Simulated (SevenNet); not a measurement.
Rock-salt LiI

The numbers are results of the machine-learned potential SevenNet-0 (trained on PBE and PBE+U data), not measurements.

Cell (relaxed at this level):

```
CELL_PARAMETERS angstrom
      0.00000     3.01234     3.01234
      3.01234     0.00000     3.01234
      3.01234     3.01234     0.00000
ATOMIC_POSITIONS crystal
  Li 0.00000 0.00000 0.00000
  I  0.50000 0.50000 0.50000
```

bulk modulus B0: 18.9 GPa
elastic constant C11: 26.5 GPa
elastic constant C12: 15.1 GPa
elastic constant C44: 12.1 GPa
zone-centre TO phonon frequency: 87 cm⁻¹

Measured, for comparison: elastic constant C11 29.2 GPa, elastic constant C12 14.3 GPa, elastic constant C44 14.2 GPa (room temperature, no zero-point or thermal correction; as tabulated in Harker's crystal data pages); zone-centre TO phonon frequency 152 cm⁻¹ (temperature not stated, no zero-point or thermal correction; as tabulated in Harker's crystal data pages). Computed (rounded) less measured: elastic constant C11 not scored (one secondary page as the only source), elastic constant C12 not scored (one secondary page as the only source), elastic constant C44 not scored (one secondary page as the only source), zone-centre TO phonon frequency -43 %. A static lattice is as a rule a little smaller and stiffer than an uncorrected measurement, which narrows the difference in the elastic constant C12 and would widen misses of the other sign.

A machine-learned potential is trained on density-functional data: it inherits that level's misses and adds fitting errors of its own.

Note: no long-range dipole term: LO-TO splitting at the zone centre is missing.

Elastic constants are with the ions relaxed.
